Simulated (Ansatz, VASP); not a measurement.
## BN in VASP and in Ansatz

```
B N
1.0
     2.44509    0.00000    0.00000
    -1.22254    2.11751    0.00000
     0.00000    0.00000    4.67497
B N
2 2
Cartesian
  0.0000 1.4117 1.1687
  1.2225 0.7058 3.5062
  0.0000 1.4117 3.5062
  1.2225 0.7058 1.1687
```

Alike in both runs: functional PBEsol; k mesh 12 × 12 × 6; occupations gaussian, width 0.02 eV; no spin polarisation.

Ansatz relaxed the structure, and its values are those at the end. VASP's run is a single point on that final structure, the one shown.

|  | VASP | Ansatz |
| --- | --- | --- |
| version | VASP 6.6.1 | Ansatz 0.2.0 |
| potentials or method | VASP PAW PBE potentials, release 64 (B, N) | scalar-relativistic, plane waves, PAW |
| plane-wave cutoff (eV) | 520 | 420 |
| valence electrons in the cell | 16 | 16 |

```csv
,VASP,Ansatz,Ansatz less VASP
gap on the k mesh at the Fermi level (eV),3.53,3.54,+0.013
least direct gap on the mesh (eV),4.43,4.45,+0.011
```

With one functional, cell and mesh, what is left measures potentials, basis and numerics.

 A k mesh can miss the band edges. As with any semilocal functional, this PBEsol gap is likely too small.
